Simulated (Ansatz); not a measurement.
An Ansatz input:

```yaml
crystal:
  lattice:
    - [-2.8251555483, 2.4769864242, 1.3643942702]
    - [2.4769864242, -2.8251555483, 1.3643942702]
    - [3.4999057278, 3.4999057278, -2.0020666587]
  atoms:
    - { symbol: Se, position: [0.0538134276, 0.9461865724, 0.0] }
    - { symbol: Se, position: [0.6961865724, 0.3038134276, 0.5] }
hamiltonian:
  xc: lda
  pseudopotentials:
    kind: paw
    azcp:
      Se: "pseudopotentials/Se.paw.azcp"
basis:
  ecutwfc: 420
  fft_grid_basis: typed
kpoints:
  mp_grid: { grid: [23, 23, 12], shift: [0, 0, 0] }
magnetization:
  spin_polarized: false
scf:
  occupations: { method: fermi_dirac, width: 0.1 }
```

Output

```
Warning: the record states the generating functional pbe (its physics header spells it `PBE`), which answers neither for hamiltonian.xc's functional nor for the lda family's — results may be inconsistent (PPs are generated against a specific XC)
Engine: ansatz 0.2.0, x86_64-unknown-linux-gnu
Pseudopotentials: kind: paw
Pseudopotential: Se, paw, valence charge 16, recommended cutoff 420 eV (normal) 
Functional definition: SPW92
  exchange = slater_x
  correlation = pw_c
Crystal: 2 atoms, lattice volume = 46.942 Å³
Basis set: ecut = 420 eV, 927 PW (Γ)
Bands: 20, of which v1, the nominal top of the filled ones, is band 16 counted from 1 (15 counted from 0)
Symmetry: 4 space group operations
Space group: C2/c (ITA 15), of the structure as read, at distance tolerance 3.6e-5 Å
k-points: 1668 of 6348
Non-local potential: Se, projectors of the file, l = 0: 2, l = 1: 2, l = 2: 3, l = 3: 1
PAW form: soft (Blöchl's): semilocal exchange-correlation on the pseudo side does not see the compensation charge
PAW frozen core: Se, regenerated for the run's functional, and the local potential with it (the file was generated under x = pbe(κ = 0.804, μ = 0.2195149727645171), c = pbe(β = 0.06672455060314922))
PAW one-centre angular grid: Se, 590 points (default); XC on 64 Gauss nodes
Initial density: superposition of atomic densities (neutral atoms: chi_scale 0, normalization atom), corrected by the library's trained network
Initial wavefunctions: pseudopotential atomic-orbital guess
Functional: x = slater, c = lda
SCF iter   1: F=—  HF=-10766.232242 eV  |F-HF|=—  |Δ(HF+E_count)|=         —  Δρ=4.89e-3  dr2=5.93e-3  ethr=1.77e-3  ⟨swp⟩=5.2  Hψ=153882  notcnv=0
SCF iter   2: F=—  HF=-10766.230625 eV  |F-HF|=—  |Δ(HF+E_count)|=   1.62e-3  Δρ=2.91e-3  dr2=2.56e-3  ethr=1.85e-5  ⟨swp⟩=1.0  Hψ=46870  notcnv=0
SCF iter   3: F=—  HF=-10766.229956 eV  |F-HF|=—  |Δ(HF+E_count)|=   6.69e-4  Δρ=4.12e-4  dr2=8.10e-5  ethr=8.01e-6  ⟨swp⟩=2.0  Hψ=41803  notcnv=0
SCF iter   4: F=—  HF=-10766.229925 eV  |F-HF|=—  |Δ(HF+E_count)|=   3.09e-5  Δρ=2.01e-4  dr2=1.26e-5  ethr=2.53e-7  ⟨swp⟩=2.0  Hψ=59938  notcnv=0
SCF iter   5: F=—  HF=-10766.229923 eV  |F-HF|=—  |Δ(HF+E_count)|=   1.22e-6  Δρ=4.00e-5  dr2=1.10e-6  ethr=3.92e-8  ⟨swp⟩=2.0  Hψ=52953  notcnv=0
SCF iter   6: F=—  HF=-10766.229923 eV  |F-HF|=—  |Δ(HF+E_count)|=   2.23e-7  Δρ=1.46e-5  dr2=1.37e-7  ethr=3.44e-9  ⟨swp⟩=2.0  Hψ=59795  notcnv=0
SCF iter   7: F=-10766.229923 eV  HF=-10766.229923 eV  |F-HF|=1.74e-9  |Δ(HF+E_count)|=   1.81e-8  Δρ=2.58e-6  dr2=5.27e-9  ethr=3.13e-10  ⟨swp⟩=2.0  Hψ=66788  notcnv=0
SCF 1 converged in 7 iterations: F = -10766.229923 eV  dr2 = 5.27e-9
SCF converged after 7 iterations
Free energy (F): -10766.229923 eV
Harris-Foulkes:  -10766.229923 eV  (|F-HF|=1.74e-9)
Internal energy: -10766.204524 eV  (E = F + TS)
E sigma→0 (E₀):  -10766.217224 eV
Entropy (-TS):   -0.025399 eV (-12.700 meV/atom)
Fermi energy:    8.767967 eV
--- Per-component energies (eV) ---
  E_band       = -769.652522
  E_kinetic    = 236.121617
  E_local      = -4755.880975  (includes V_loc(G=0)·N_el)
  E_nonlocal   = -1175.205530
  E_hartree    = 2348.922534
  E_xc         = -206.585805
  E_vxc        = -196.126460  (∫ρ·V_xc dr)
  E_paw        = -3655.512781  (= ΣΔE_a)
  E_vpaw       = 423.594707  (= ΣTr[D̂ρ^β])
  E_aug_tail   = -0.001176  (compensation charges beyond the density's cutoff)
  E_ewald      = -3562.497133
  E_core_change = 4.434725  (= ΣΔE_core)
  E_smearing   = -0.025399  (= −TS)
  E_closure    = -0.000000  (closes the sum)
  Σ components = -10766.229923   (vs F -10766.229923, Δ=0.00e0)
```

Launched by

```sh
ansatz run input.yaml --threads 2 --pin off --max-ram 5120MiB --backend cpu --events-out ev --progress --plain --runs-dir out
```

On 2 threads of Intel(R) Xeon(R) Platinum 8488C (Sapphire Rapids) (shared host) this took about 31 s of wall time and 60 s of CPU time.
